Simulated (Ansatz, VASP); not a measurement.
# Cross-check of MoS2 between VASP and Ansatz

Aim: how closely do two programs agree when they are given the same cell, functional and k mesh? The cell is taken from a series of runs on this material, whose earlier steps may have relaxed, scaled, displaced or heated it; both programs get it as it stands.

Method: plane waves, with VASP 6.6.1 beside it; single point at r2SCAN, in Ansatz 0.2.0.

## Step 1: The structure

The cell holds 3 atoms: 1 Mo and 2 S. Cell: a = 3.185 Å, b = 3.185 Å, c = 29.500 Å, α = 90.0°, β = 90.0°, γ = 120.0°. Vacuum lies along c.

## Step 2: Ansatz: single point, r2SCAN

Ansatz runs on its default PAW (the set named soft_2) files.

A single point gives forces, pressure and levels at one fixed geometry, so differences don't come from the geometry; what else differs is listed under the comparison.

input.yaml reads:

```yaml
crystal:
  lattice:
    - [3.1845368756, 0.0, 0.0]
    - [-1.5922684378, 2.7578898336, 0.0]
    - [0.0, 0.0, 29.5]
  atoms:
    - { symbol: Mo, position: [0.3333333333, 0.6666666667, 0.5] }
    - { symbol: S, position: [0.6666666667, 0.3333333333, 0.5529685483] }
    - { symbol: S, position: [0.6666666667, 0.3333333333, 0.4470314517] }
  periodic: [true, true, false]
kpoints:
  mp_grid: { grid: [9, 9, 1] }
  band_path:
    path: [[0.0, 0.0, 0.0], [0.5, 0.0, 0.0], [0.3333333333, 0.3333333333, 0.0]]
    npoints: 1
hamiltonian:
  xc: r2scan
scf:
  occupations: { method: fixed }
  n_extra_bands: 5
output:
  eigenvalues: true
  forces: true
  stress: true
```

Launch:

```bash
$ ansatz run input.yaml --threads 3 --pin off --max-ram 64512MiB --backend cuda --devices 1 --max-vram 24GiB --events-out ev --progress --plain --runs-dir out
```

Numbers of over 12 decimals in the logs are rounded to 6 here.

The program printed:

```text
scf.n_extra_bands = 5 over 13 filled bands (N_el = 26.0): the run solves 18 bands
GPUs: using 1 of 1 available (devices: 1).
Engine: ansatz 0.2.0, x86_64-unknown-linux-gnu
Pseudopotentials: kind: paw
Pseudopotential: Mo, paw, valence charge 14, recommended cutoff 500 eV (meta_gga), Mo.paw.azcp
Pseudopotential: S, paw, valence charge 6, recommended cutoff 500 eV (meta_gga), S.paw.azcp
Functional definition: r2SCAN
  parameter k0 = 0.174
  parameter k1 = 0.065
  parameter a1 = 4.9479
  exchange = r2scan_x(k0 = k0, k1 = k1, a1 = a1)
  correlation = r2scan_c
device memory: the entry about to start is reckoned to put 2.2 GiB on a device that reports 68.8 GiB free (of which the cap on the GPU budget leaves the run 24.0 GiB)
GPU FFT provider: cuFFT
GPU libraries: cuBLAS 13.8.2, cuFFT 12.4.0, cuSOLVER 12.3.4
Crystal: 3 atoms, lattice volume = 259.087 Å³
Basis set: ecut = 500 eV, 6545 PW (Γ), exchange–correlation on 96×96×864 points (64 copies of the dense FFT grid, shifted against one another)
Bands: 18, of which v1, the nominal top of the filled ones, is band 13 counted from 1 (12 counted from 0)
Symmetry: 12 space group operations
Space group: P-6m2 (ITA 187), of the structure as read, at distance tolerance 6.4e-5 Å
k-points: 12 of 81 (time reversal used)
Non-local potential: Mo, projectors of the file, l = 0: 3, l = 1: 2, l = 2: 2, l = 3: 1
Non-local potential: S, projectors of the file, l = 0: 2, l = 1: 2, l = 2: 2
PAW form: soft (Blöchl's): semilocal exchange-correlation on the pseudo side does not see the compensation charge
PAW frozen core: Mo, regenerated for the run's functional (the file was generated under x = pbe(κ = 0.804, μ = 0.219515), c = pbe(β = 0.066725))
PAW frozen core: S, regenerated for the run's functional (the file was generated under x = pbe(κ = 0.804, μ = 0.219515), c = pbe(β = 0.066725))
PAW one-centre angular grid: Mo, 590 points (default); XC on 160 Gauss nodes
PAW one-centre angular grid: S, 302 points (default); XC on 160 Gauss nodes
Initial density: superposition of atomic densities (neutral atoms: chi_scale 0, normalization atom), corrected by the library's trained network
Initial wavefunctions: pseudopotential atomic-orbital guess
GPU buffer pool allocated for 124416 grid points (all kernels)
GPU transforms: local potential and band sums: pruned to the plane-wave sphere, on 24×24×216
Functional: x = r2scan, c = r2scan; τ floored in thin density (d = 2e-4 eV/Å³)
SCF iter   1: F=—  HF=-6782.072508 eV  |F-HF|=—  |Δ(HF+E_count)|=         —  Δρ=4.44e-3  dr2=5.72e-2  dr2_τ=5.02e-2  ethr=1.77e-3  ⟨swp⟩=7.3  Hψ=1458  notcnv=0  defer=35
preconditioner: auto → none  [insulator: Δε(μ)=1.772 eV  Ē_g=9.364 eV  n_scr=16 (ndim 8)  ℏωp=9.8 eV  f_vac=0.762  ε∞_Penn≈2.1]
SCF iter   2: F=—  HF=-6782.143217 eV  |F-HF|=—  |Δ(HF+E_count)|=   7.07e-2  Δρ=5.27e-3  dr2=2.04e-1  dr2_τ=1.32e-2  ethr=2.20e-4  ⟨swp⟩=4.6  Hψ=676  notcnv=0  defer=36  recentre
SCF iter   3: F=—  HF=-6782.113663 eV  |F-HF|=—  |Δ(HF+E_count)|=   2.96e-2  Δρ=2.63e-3  dr2=1.13e-2  dr2_τ=4.43e-4  ethr=2.20e-4  ⟨swp⟩=4.2  Hψ=406  notcnv=0  defer=35
SCF iter   4: F=—  HF=-6782.117897 eV  |F-HF|=—  |Δ(HF+E_count)|=   4.23e-3  Δρ=5.65e-4  dr2=2.99e-4  dr2_τ=1.01e-4  ethr=4.34e-5  ⟨swp⟩=4.1  Hψ=566  notcnv=0  defer=35
SCF iter   5: F=—  HF=-6782.118480 eV  |F-HF|=—  |Δ(HF+E_count)|=   5.83e-4  Δρ=8.46e-5  dr2=7.98e-6  dr2_τ=1.70e-6  ethr=1.15e-6  ⟨swp⟩=3.4  Hψ=515  notcnv=0  defer=36
SCF iter   6: F=—  HF=-6782.118576 eV  |F-HF|=—  |Δ(HF+E_count)|=   9.61e-5  Δρ=3.10e-5  dr2=8.61e-7  dr2_τ=1.15e-7  ethr=3.07e-8  ⟨swp⟩=3.9  Hψ=530  notcnv=0  defer=36
SCF iter   7: F=-6782.118578 eV  HF=-6782.118578 eV  |F-HF|=9.94e-8  |Δ(HF+E_count)|=   1.83e-6  Δρ=5.25e-6  dr2=2.72e-8  dr2_τ=5.67e-9  ethr=3.85e-10  ⟨swp⟩=24.3  Hψ=2374  notcnv=0
SCF 1 converged in 7 iterations: F = -6782.118578 eV  dr2 = 2.72e-8
  greatest PAW one-centre occupation: 0.996 electrons in one spin orbital (limit 2), on the Mo atom at site 0 (counted from 0), in its partial waves of l = 0
device memory: the entry about to start is reckoned to put 2.2 GiB on a device that reports 68.7 GiB free (of which the cap on the GPU budget leaves the run 24.0 GiB)
NSCF: frozen V_eff on 3 k-points
SCF converged after 7 iterations
Free energy (F): -6782.118578 eV
Harris-Foulkes:  -6782.118578 eV  (|F-HF|=9.94e-8)
Internal energy: -6782.118578 eV  (E = F + TS)
E sigma→0 (E₀):  -6782.118578 eV
Fermi energy:    -6.133959 eV
--- Per-component energies (eV) ---
  E_band       = -597.294046
  E_kinetic    = 653.546313
  E_local      = -43203.298812  (includes V_loc(G=0)·N_el)
  E_nonlocal   = 198.322683
  E_hartree    = 21163.831111
  E_xc         = -362.060907
  E_vxc        = -445.461366  (∫ρ·V_xc dr)
  E_paw        = -4435.754597  (= ΣΔE_a)
  E_vpaw       = -154.042161  (= ΣTr[D̂ρ^β])
  E_aug_tail   = 0.000009  (compensation charges beyond the density's cutoff)
  E_vtau       = 25.971459  (kinetic-family band-sum trace: ∫τ·v_τ [+ j·A + Jᵃ·Aᵃ] dr)
  E_ewald      = 19203.736359
  E_core_change = -0.440737  (= ΣΔE_core)
  E_smearing   = -0.000000  (= −TS)
  E_closure    = 0.000000  (closes the sum)
  Σ components = -6782.118578   (vs F -6782.118578, Δ=0.00e0)
--- Forces (eV/Å), atoms counted from 1 ---
  atom   1  Mo    -0.00000000    -0.00000000     0.00000000
  atom   2  S     -0.00000000    -0.00000000    -0.20449339
  atom   3  S     -0.00000000    -0.00000000     0.20449339
  max |Σ_I F_I| component: 8.33e-17 eV/Å
--- 2D stress c σ (N/m, compression-positive) ---
       -0.436464      -0.000000       0.000000
       -0.000000      -0.436464       0.000000
        0.000000       0.000000       0.000000
  P = ½ c Tr σ = -0.4365 N/m
--- Band table (eV; the first three rows and the last of 12) ---
  k-point 0: bands = [... 9 lower, -8.0330, -7.7657, -7.7657, -6.1340, -3.2212, -3.2212, -2.9885, -2.9885, ... 1 higher]
  k-point 1: bands = [... 9 lower, -8.7123, -8.0496, -7.3350, -6.2456, -3.4119, -3.3803, -3.1909, -2.9104, ... 1 higher]
  k-point 2: bands = [... 9 lower, -8.6312, -8.2123, -7.4568, -6.7282, -3.8188, -3.5800, -3.1643, -2.3102, ... 1 higher]
  k-point 11: bands = [... 9 lower, -9.8632, -9.1553, -8.4375, -6.1761, -4.3972, -2.8824, -2.4232, -1.0007, ... 1 higher]
```

The column dr2 measures how far the density is from self-consistency, as an energy; F and HF (Harris–Foulkes) agree once it is small.

## Step 3: VASP: single point, r2SCAN

The same cell, functional and mesh now go to VASP, with its own data sets.

Lines of VASP's logs that name or quote its potential files are left out, and so is its time.

INCAR reads:

```
SYSTEM = MoS2
PREC = Accurate
ENCUT = 440
EDIFF = 1E-06
NELM = 120
ISMEAR = 0
SIGMA = 0.01
LREAL = .FALSE.
ALGO = Normal
METAGGA = R2SCAN
LASPH = .TRUE.
NBANDS = 19
LORBIT = 11
LWAVE = .FALSE.
LCHARG = .FALSE.
ISIF = 2
LDIPOL = .TRUE.
IDIPOL = 3
DIPOL = 0.5 0.5 0.5
LVHAR = .TRUE.
GGA_COMPAT = .FALSE.
EFERMI = MIDGAP
NELMDL = -8
LMIXTAU = .TRUE.
```

POSCAR reads:

```
MoS2
1.0
    3.1845368756      0.0000000000      0.0000000000
   -1.5922684378      2.7578898336      0.0000000000
    0.0000000000      0.0000000000     29.5000000000
Mo S
1 2
Direct
    0.3333333333      0.6666666667      0.5000000000
    0.6666666666      0.3333333334      0.5529685483
    0.6666666666      0.3333333334      0.4470314517
```

KPOINTS reads:

```
Automatic mesh
0
Gamma
9 9 1
0 0 0
```

Potentials, in the order of the species: Mo_sv and S (PBE family, release 64).

Launch:

```bash
$ mpirun -np 1 vasp_std
```

The program printed:

```text
[banner, memory and clock lines left out]
running    1 mpi-ranks, on    1 nodes
 distrk:  each k-point on    1 cores,    1 groups
 distr:  one band on    1 cores,    1 groups

 POSCAR found type information on POSCAR MoS
 POSCAR found :  2 types and       3 ions
|                                                                             |
|               ----> ADVICE to this user running VASP <----                  |
|                                                                             |
|     You enforced a specific xc type in the INCAR file but a different       |
|     [... a line on the potential file left out ...]
|     I HOPE YOU KNOW WHAT YOU ARE DOING!                                     |
|                                                                             |

 LDA part: xc-table for (None), standard interpolation
 POSCAR, INCAR and KPOINTS ok, starting setup
 FFT: planning ... GRIDC
 FFT: planning ... GRID_SOFT
 FFT: planning ... GRID
 WAVECAR not read
 entering main loop
       N       E                     dE             d eps       ncg     rms          rms(c)
DAV:   1     0.112958489688E+03    0.11296E+03   -0.12390E+04   640   0.909E+02
DAV:   2    -0.423228412950E+02   -0.15528E+03   -0.15139E+03   632   0.210E+02
DAV:   3    -0.545643997957E+02   -0.12242E+02   -0.12192E+02   631   0.554E+01
DAV:   4    -0.546961232050E+02   -0.13172E+00   -0.13142E+00   593   0.652E+00
DAV:   5    -0.546992748344E+02   -0.31516E-02   -0.31511E-02   628   0.969E-01
DAV:   6    -0.546993728292E+02   -0.97995E-04   -0.97993E-04   610   0.151E-01
DAV:   7    -0.546993774639E+02   -0.46347E-05   -0.46346E-05   637   0.297E-02
DAV:   8    -0.546993777042E+02   -0.24031E-06   -0.24031E-06   580   0.622E-03    0.264E+01
DAV:  10    -0.482912710386E+02    0.17094E+01   -0.40946E+00   508   0.117E+01    0.477E+00
DAV:  11    -0.480835725728E+02    0.20770E+00   -0.14955E+00   496   0.752E+00    0.270E+00
[... 97 further cycles ...]
DAV: 109    -0.449981585960E+02   -0.12156E-04   -0.27104E-06   440   0.174E-02    0.116E-03
DAV: 110    -0.449981079174E+02    0.50679E-04   -0.18283E-05   456   0.427E-02    0.118E-03
DAV: 111    -0.449980353847E+02    0.72533E-04   -0.18870E-05   456   0.432E-02    0.834E-04
DAV: 112    -0.449980085089E+02    0.26876E-04   -0.18369E-05   456   0.438E-02    0.621E-04
DAV: 113    -0.449980144888E+02   -0.59799E-05   -0.11048E-05   456   0.333E-02    0.612E-04
DAV: 114    -0.449980207367E+02   -0.62479E-05   -0.82222E-06   456   0.292E-02    0.374E-04
DAV: 115    -0.449980232338E+02   -0.24971E-05   -0.17869E-07   437   0.363E-03    0.314E-04
DAV: 116    -0.449980264477E+02   -0.32139E-05   -0.58748E-07   360   0.792E-03    0.283E-04
DAV: 117    -0.449980583853E+02   -0.31938E-04   -0.22999E-05   456   0.424E-02    0.165E-04
DAV: 118    -0.449980574379E+02    0.94736E-06   -0.21426E-07   479   0.405E-03
   1 F= -.44998057E+02 E0= -.44998057E+02  d E =0.000000E+00
```

From OUTCAR (step 3):

```text
ion  position               nearest neighbor table
   1  0.333  0.667  0.500-   2 2.41   3 2.41   2 2.41   3 2.41   2 2.41   3 2.41
   2  0.667  0.333  0.553-   1 2.41   1 2.41   1 2.41
   3  0.667  0.333  0.447-   1 2.41   1 2.41   1 2.41

  LATTYP: Found a hexagonal cell.
 ALAT       =     3.1845368756
 C/A-ratio  =     9.2635133937

 Subroutine GETGRP returns: Found 12 space group operations
 (whereof 12 operations were pure point group operations)

The static configuration has the point symmetry D_3h.

 Found     12 irreducible k-points:

   k-points           NKPTS =     12   k-points in BZ     NKDIM =     12   number of bands    NBANDS=     19

   dimension x,y,z NGX =    24 NGY =   24 NGZ =  210
   dimension x,y,z NGXF=    48 NGYF=   48 NGZF=  420

   ENCUT  =  440.0 eV  32.34 Ry    5.69 a.u.   5.45  5.45 50.46*2*pi/ulx,y,z

   NELECT =      26.0000    total number of electrons

 k-points in reciprocal lattice and weights: Automatic mesh
   0.00000000  0.00000000  0.00000000       0.012
   0.11111111 -0.00000000  0.00000000       0.074
   0.22222222  0.00000000  0.00000000       0.074
   0.33333333 -0.00000000  0.00000000       0.074
   0.44444444  0.00000000  0.00000000       0.074
   0.11111111  0.11111111  0.00000000       0.074
   0.22222222  0.11111111  0.00000000       0.148
   0.33333333  0.11111111  0.00000000       0.148
   0.44444444  0.11111111  0.00000000       0.074
   0.22222222  0.22222222  0.00000000       0.074
   0.33333333  0.22222222  0.00000000       0.148
   0.33333333  0.33333333  0.00000000       0.025

 dipolmoment           0.000000      0.000000     -0.000000 electrons x Angstroem

 average (electrostatic) potential at core
       1 -90.2657       2 -97.6397       3 -97.6397

 E-fermi :  -2.5868

 k-point     1 :       0.0000    0.0000    0.0000
  band No.  band energies     occupation
    ...
      9      -6.2283      2.00000
     10      -5.3652      2.00000
     11      -5.0910      2.00000
     12      -5.0910      2.00000
     13      -3.4627      2.00000
     14      -0.5475      0.00000
     15      -0.5475      0.00000
     16      -0.3159      0.00000
     17      -0.3159      0.00000
     18       2.5689      0.00000
    ...

 k-point     2 :       0.1111   -0.0000    0.0000
  band No.  band energies     occupation
    ...
      9      -6.0982      2.00000
     10      -6.0360      2.00000
     11      -5.3755      2.00000
     12      -4.6661      2.00000
     13      -3.5750      2.00000
     14      -0.7372      0.00000
     15      -0.7037      0.00000
     16      -0.5175      0.00000
     17      -0.2362      0.00000
     18       2.8407      0.00000
    ...

 k-point     3 :       0.2222    0.0000    0.0000
  band No.  band energies     occupation
    ...
      9      -6.9981      2.00000
     10      -5.9579      2.00000
     11      -5.5355      2.00000
     12      -4.7940      2.00000
     13      -4.0575      2.00000
     14      -1.1403      0.00000
     15      -0.9043      0.00000
     16      -0.4818      0.00000
     17       0.3650      0.00000
     18       3.5465      0.00000
    ...

  Total       -0.2451797     -0.2451797     -0.6772492      0.0000000      0.0000000      0.0000000
  in kB       -1.5161771     -1.5161771     -4.1880696      0.0000000      0.0000000      0.0000000
  external PRESSURE =      -2.4068080 kB  Pullay stress =       0.0000000 kB

  energy-cutoff  :      440.00
  volume of cell :      259.09
      direct lattice vectors                 reciprocal lattice vectors
     3.184536876  0.000000000  0.000000000     0.314017403  0.181298032  0.000000000
    -1.592268438  2.757889834  0.000000000     0.000000000  0.362596065  0.000000000
     0.000000000  0.000000000 29.500000000     0.000000000  0.000000000  0.033898305

 POSITION                                       TOTAL-FORCE (eV/Angst)
 -----------------------------------------------------------------------------------
     -0.00000      1.83859     14.75000         0.000000      0.000000      0.000000
      1.59227      0.91930     16.31257        -0.000000      0.000000     -0.200082
      1.59227      0.91930     13.18743        -0.000000      0.000000      0.200082
 -----------------------------------------------------------------------------------
    total drift:                                0.000001     -0.000001     -0.000000

  FREE ENERGIE OF THE ION-ELECTRON SYSTEM (eV)
  ---------------------------------------------------
  free  energy   TOTEN  =       -44.9980574379 eV

  energy  without entropy=      -44.9980574379  energy(sigma->0) =      -44.99805744

 vacuum level on the upper side and lower side of the slab         2.654         2.654

 total charge
# of ion       s       p       d       tot
------------------------------------------
    1        2.281   6.218   3.891  12.390
    2        1.354   2.363   0.000   3.717
    3        1.354   2.363   0.000   3.717
--------------------------------------------------
tot          4.989  10.945   3.891  19.824

[... 3 further parts left out ...]
```

This run has no spin polarisation, so a moment on Mo, if there is one, isn't seen.

## Step 4: Differences

Known differences besides the potentials themselves: VASP keeps PBE cores, Ansatz makes them for the functional; fixed occupations in Ansatz, narrow Gaussian smearing in VASP; Ansatz cuts the interaction across the vacuum, VASP repeats the sheet with a dipole correction; the cutoff is 500 eV in Ansatz and 440 eV in VASP. Total energies have different zeros and are not compared.

Compared:

```
              quantity  Ansatz   VASP  difference
gap on the k mesh (eV)   1.737  1.752      -0.015
```

Forces (eV/Å; atoms numbered as in POSCAR):

```
atom        Ansatz x, y, z          VASP x, y, z
 Mo1   0.000, 0.000, 0.000   0.000, 0.000, 0.000
  S2  0.000, 0.000, -0.204  0.000, 0.000, -0.200
  S3   0.000, 0.000, 0.204   0.000, 0.000, 0.200
```

The forces differ by 2.1 meV/Å r.m.s., which is 2.2 % of the r.m.s. force of 0.094 eV/Å (both taken over all components). A gap on the mesh is an upper bound, since the band edges may lie between its points. With vacuum in the cell, a pressure given here is an average over mostly empty space and none of the material.

## Step 5: Outcome

* r.m.s. force difference (single point, r2SCAN): 2.1 meV/Å

What this shows: The r.m.s. force difference is 2.1 meV/Å (single point, r2SCAN), within the 12 meV/Å picked in this series as the mark of a large difference. Such differences can come from data sets, numerical settings and the points named under the comparisons, not from the functional's error against experiment.

[Lines on the potential files, build, host, timing and source positions are cut from VASP's logs without a mark.]

[Logs are printed without paths, hosts, clocks, repeated set-up lines and the standing remarks that a program may print on its own settings, such as how far it seeks lower states.]

[Hosts, paths, dates, database ids (printed as entryN), source tags and the programs' standing remarks are cut or masked in the printed files.]
